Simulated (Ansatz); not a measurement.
ZrSe2:

```xyz
3
Lattice="3.7980 0.0000 0.0000 -1.8990 3.2892 0.0000 0.0000 0.0000 6.1920" Properties=species:S:1:pos:R:3 pbc="T T T"
Zr    0.0000    0.0000    0.0000
Se    1.8990    1.0964    4.6440
Se    0.0000    2.1928    1.5480
```

* Program: Ansatz 0.2.0
* Task: relaxation of cell and atoms
* Functional: RPBE
* Potentials or basis: Ansatz PAW
* Cutoff: 420 eV (not typed: the program's choice for these potentials)
* k mesh: 8 × 8 × 5
* Occupations: fermi-dirac, width 0.05 eV
* Spin: no spin polarisation

At the start: volume 25.78 Å³/atom.

Problem. Where does the relaxation end?

Solution. It ends after 14 steps and the volume is 34.49 Å³/atom (+33.8 %); space group P-3m1 (No. 164, to 0.05 Å).

The path:
```
step  energy change (eV)  largest force (eV/Å)  volume (Å³)
   1              0.0000                0.3545        77.35
   2             -0.0376                0.6122        84.60
   3             -0.0933                0.1917        90.04
   4             -0.1223                0.0996        89.24
   5             -0.1331                0.0428        91.23
   6             -0.1364                0.0243        93.96
   7             -0.1365                0.0011        94.19
   8             -0.1453                0.0006        94.19
   9             -0.1493                0.0030        96.36
  10             -0.1529                0.0322       100.16
  11             -0.1534                0.0071       101.18
  12             -0.1535                0.0135       103.51
  13             -0.1536                0.0004       103.48
  14             -0.1546                0.0002       103.48
```

Final structure:
```
Zr Se
1.0
     3.83968    0.00000    0.00000
    -1.91984    3.32526    0.00000
     0.00000    0.00000    8.10448
Zr Se
1 2
Direct
  0.00000 0.00000 0.00000
  0.66667 0.33333 0.80472
  0.33333 0.66667 0.19528
```

Caveat: the volume moved by over 15 % at a fixed basis, so the end points are rough; the plane-wave basis is chosen anew once the cell has moved, so the energies of steps on either side of that aren't comparable; this functional lacks dispersion, which binds the layers, so the pressure and a relaxed spacing across them are unreliable, and here the layers came unbound; the volume moved by +34 % from the deposited cell, more than functionals usually miss; the PAW data sets come from PBE, with cores solved anew for the run's functional, which leaves a small shift of forces and pressure.
